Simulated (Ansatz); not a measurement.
## SiO2 — ¹⁷O nuclear quadrupole resonance

Cell: an entry of the Crystallography Open Database (COD) whose atoms were relaxed with PBE, the cell held.

```xyz
24
Lattice="7.1600 0.0000 0.0000 0.0000 7.1600 0.0000 0.0000 0.0000 7.1600" Properties=species:S:1:pos:R:3 pbc="T T T"
Si    2.0099    2.0099    2.0099
Si    1.5701    5.1501    5.5899
Si    5.5899    1.5701    5.1501
Si    5.1501    5.5899    1.5701
Si    7.3074    7.3074    7.3074
Si    3.4326   -0.1474    3.7274
Si    3.7274    3.4326   -0.1474
Si   -0.1474    3.7274    3.4326
O     1.0779    1.0779    1.0779
O     2.5021    6.0821    4.6579
O     4.6579    2.5021    6.0821
O     6.0821    4.6579    2.5021
O     4.5811    4.7369    0.3110
O     6.1589    2.4231    3.8910
O     1.0011    6.0031    6.8490
O     2.5789    1.1569    3.2690
O     0.3110    4.5811    4.7369
O     3.8910    6.1589    2.4231
O     6.8490    1.0011    6.0031
O     3.2690    2.5789    1.1569
O     4.7369    0.3110    4.5811
O     2.4231    3.8910    6.1589
O     6.0031    6.8490    1.0011
O     1.1569    3.2690    2.5789
```

Sites (sets of like atoms) are named by element and the number of their first atom in this list.

Level of theory: DFT, PBEsol, plane waves and PAW, scalar-relativistic, 420 eV cutoff, Γ-centred 4×4×4 k-points, Fermi–Dirac smearing 0.02 eV (Ansatz 0.2.0).

¹⁷O: I = 5/2, Q = -25.58 mb (year-2017 value). Static lattice, zero field.

**Question.** At which frequencies do the ¹⁷O NQR lines lie?

**Answer.** For I = 5/2 and η = 0 the lines are 3|C_Q|/20 and twice that; η pulls their ratio below 2.

| site | atoms | V_zz (10²¹ V/m²) | C_Q (MHz) | η | line frequencies (MHz) |
| --- | --- | --- | --- | --- | --- |
| O9 | 9, 10, 11, 12 | 10.44 | -6.46 | 0.00 | 0.969, 1.94 |
| O13 | 13, 14, 15, 16, 17, 18, … | 9.53 | -5.90 | 0.17 | 0.913, 1.76 |

An axis of threefold or higher order runs through O9, so V_zz lies along it and η is zero. At O13 V_zz runs parallel to the line that joins its two neighbours (within 1°).

The database positions were far from equilibrium, so the relaxed structure may not be the compound's real one.
